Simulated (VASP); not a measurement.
**TePb (rocksalt): one r²SCAN single-point calculation in two programs**

```
Pb Te
1.0
     0.00000    3.26784    3.26784
     3.26784    0.00000    3.26784
     3.26784    3.26784    0.00000
Pb Te
1 1
Cartesian
  0.0000 0.0000 0.0000
  3.2678 3.2678 3.2678
```

The two codes use different PAW datasets and cutoffs. VASP's cell holds 20 valence electrons and Ansatz's 30. Ansatz's stress includes a Pulay correction; VASP's doesn't.

Cutoffs: 520 eV in VASP, 500 eV in Ansatz. k meshes: 8×8×8 and 8×8×8.

|  | VASP | Ansatz |
| --- | --- | --- |
| gap between bands v and c | 1.09 eV | 1.09 eV |
| least direct gap | 1.09 eV | 1.09 eV |
| pressure | 0.0 GPa | 0.0 GPa |

Band v is the last that the valence electrons fill when counted band by band, and c is the next. Levels in eV from the top of v, Ansatz:

```
point    v−1      v     c   c+1
    Γ  -1.36  -1.36  4.31  4.31
    X  -2.77  -2.77  3.74  5.70
    K  -2.26  -2.02  3.84  3.97
    L  -0.91   0.00  1.09  1.51
    W  -3.71  -0.39  1.93  5.56
```

VASP:

| point | v−1 | v | c | c+1 |
| --- | --- | --- | --- | --- |
| Γ | -1.35 | -1.35 | 4.32 | 4.32 |
| X | -2.76 | -2.76 | 3.74 | 5.71 |
| K | -2.26 | -2.02 | 3.84 | 3.98 |
| L | -0.90 | 0.00 | 1.09 | 1.51 |
| W | -3.71 | -0.38 | 1.93 | 5.57 |
